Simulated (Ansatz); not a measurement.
# Rb (fcc): energy against volume

All numbers below come from DFT, PBE, plane waves (420 eV) with PAW, scalar-relativistic (Ansatz).

The cell is scaled uniformly from the relaxed one, with fractional coordinates and shape fixed. Energies are extrapolated to zero smearing, pressures are those at the given smearing. Magnetic state: spin not included.

A Birch-Murnaghan fit gives V₀ = 91.16 Å³/atom, B₀ = 2.8 GPa, B₀′ = 3.7.

What are the energy above the minimum and the pressure at 84.174 Å³/atom?

5.2 meV/atom and 0.27 GPa as computed.

What are the energy above the minimum and the pressure at 95.153 Å³/atom?

1.4 meV/atom and -0.10 GPa as computed.

What are the energy above the minimum and the pressure at 98.813 Å³/atom?

4.9 meV/atom and -0.18 GPa as computed.
